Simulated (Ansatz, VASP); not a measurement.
## One calculation of WSe2, two programs

```
W Se
1.0
     0.00000    3.16372    3.16372
     3.16372    0.00000    3.16372
     3.16372    3.16372    0.00000
W Se
1 2
Direct
  0.00000 0.00000 0.00000
  0.25000 0.25000 0.25000
  0.75000 0.75000 0.75000
```

Alike in both runs: task single point; functional PBE; k mesh 5 × 5 × 5; occupations gaussian, width 0.05 eV; collinear spin; Hubbard terms W d U = 2.0 eV, J = 0.7 eV.

|  | VASP | Ansatz |
| --- | --- | --- |
| version | VASP 6.6.1 | Ansatz 0.2.0 |
| potentials or method | VASP PAW PBE potentials, release 64 (W_sv, Se) | scalar-relativistic, plane waves, PAW |
| plane-wave cutoff (eV) | 520 | 420 |
| valence electrons in the cell | 26 | 46 |

|  | VASP | Ansatz | Ansatz less VASP |
| --- | --- | --- | --- |
| gap on the k mesh at the Fermi level (eV) | none | none | - |
| pressure (GPa) | -1.8 | -1.0 | +0.86 |
| net moment per atom (μB) | 0.60 | 0.64 | +0.040 |
| size of the moment on the site where the two differ most (μB) | 1.49 | 1.40 | -0.090 |

Site moments also hang on the region over which each program counts them. The programs project onto different local orbitals, so the same U acts differently. A gap of «none» marks a metal or a gap that the smearing closes. The two sets of potentials don't hold the same shells in valence. Ansatz warned: «filled_band_counts_differ_across_k_points».

Spin-orbit coupling is left out, which matters for the levels of W. The state reached can hang on the start; a lower one may exist.
